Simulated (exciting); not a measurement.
InP:

```
CELL_PARAMETERS angstrom
0.00000 2.93050 2.93050
2.93050 0.00000 2.93050
2.93050 2.93050 0.00000
ATOMIC_POSITIONS crystal
In 0.00000 0.00000 0.00000
P 0.75000 0.75000 0.75000
```

Base run:

- Program: exciting (release sodium)
- Functional: LDA
- Potentials or basis: all-electron LAPW+lo, shipped species files, valence relativity iora*
- rgkmax: 7.8
- k mesh: 6 × 6 × 6
- Occupations: fermi-dirac, width 0.05 eV
- Spin: spin-orbit coupling, no magnetisation

Its results: band gap on the k mesh 0.44 eV, direct.

Q: The run is repeated on the same cell with these changes: functional from LDA to PBE. What comes out?

A: Band gap on the k mesh 0.67 eV, direct.

Caveats: the tetrahedron DOS on this energy grid can lose part of the weight of narrow d or f bands (some runs).

Not every run made on this cell is shown here.
